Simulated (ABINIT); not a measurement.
# Ge: single point with PBE

Crystal: Ge.

```
Ge
1.0
     3.99759    0.00000    0.00000
    -1.99879    3.46201    0.00000
     0.00000    0.00000    6.59938
Ge
4
Cartesian
  0.0000 2.3080 6.1843
  1.9988 1.1540 2.8846
  0.0000 2.3080 3.7148
  1.9988 1.1540 0.4151
```

This isn't the form of Ge at room conditions, which is diamond.

| Item | Value |
| --- | --- |
| Program | ABINIT 10.8.3 (patched build) |
| Task | single point |
| Functional | PBE |
| Potentials or basis | JTH PAW PBE v2.0 |
| Cutoff | 599 eV |
| k mesh | 8 × 8 × 4 |
| Occupations | fermi-dirac, width 0.05 eV |
| Spin | no spin polarisation |
| Fine-grid cutoff | 1197.3 eV |

| Quantity | Value |
| --- | --- |
| Pressure | 2.5 GPa |
| Largest force | 0.015 eV/Å |
| Band gap on the k mesh | 0.14 eV, direct |
| Valence electrons inside the program's atomic spheres | Ge 12.38 (radii [1.2196] Å) |

Forces on the atoms (eV/Å):
```
Ge   0.000  0.000 -0.015
Ge   0.000  0.000 -0.015
Ge   0.000  0.000  0.015
Ge   0.000  0.000  0.015
```

Stress tensor (GPa, compression positive):
```
2.56 0.00 0.00
0.00 2.56 0.00
0.00 0.00 2.29
```

Levels at points of the mesh, in eV from the valence-band top:
| k point | band 25 | band 26 | band 27 | band 28 | band 29 | band 30 | band 31 | band 32 |
| --- | --- | --- | --- | --- | --- | --- | --- | --- |
| (0.00, 0.00, 0.00) | -1.46 | -0.13 | -0.06 | 0.00 | 0.14 | 0.14 | 2.30 | 2.30 |
| (0.50, 0.00, 0.00) | -4.56 | -3.05 | -2.79 | -1.43 | 0.57 | 1.67 | 3.61 | 3.75 |
| (0.00, 0.00, 0.50) | -0.83 | -0.83 | -0.83 | -0.83 | 0.71 | 0.71 | 3.40 | 3.40 |
| (0.50, 0.00, 0.50) | -2.53 | -2.53 | -2.39 | -2.39 | 0.56 | 0.56 | 2.16 | 2.16 |

Run time: 120 s on 1 thread of Arm Neoverse V2, with other jobs on the host, peak memory 0.23 GiB.

A k mesh can miss the band edges. PBE gaps usually lie below the measured ones, often by a third to a half.
